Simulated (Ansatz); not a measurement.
Crystal: InAs.

```
CELL_PARAMETERS angstrom
0.00000 3.01800 3.01800
3.01800 0.00000 3.01800
3.01800 3.01800 0.00000
ATOMIC_POSITIONS crystal
In 0.00000 0.00000 0.00000
As 0.75000 0.75000 0.75000
```

Base run:

* Program: Ansatz 0.2.0
* Functional: r2SCAN
* Potentials or basis: Ansatz PAW
* Cutoff: 500 eV (not typed: the program's choice for these potentials)
* k mesh: 8 × 8 × 8
* Occupations: fermi-dirac, width 0.05 eV
* Spin: no spin polarisation

Its results: band gap on the k mesh 0.28 eV, direct; pressure 2.3 GPa.

Problem. The run is repeated on the same cell with these changes: functional from r2SCAN to PBEsol; cutoff from 500 eV (not typed: the program's choice for these potentials) to 420 eV (not typed: the program's choice for these potentials); occupations from fermi-dirac, width 0.05 eV to gaussian, width 0.05 eV. What comes out?

Solution. Band gap on the k mesh none (metal or under the smearing width); pressure 1.5 GPa.

Caveats: the PAW data sets come from PBE, with cores solved anew for the run's functional, which leaves a small shift of forces and pressure; spin-orbit coupling is left out, which moves the levels of the heavy elements (some runs); this crystal is a semiconductor, whose small gap the functional closes, so the metal is an error of the method (some runs).
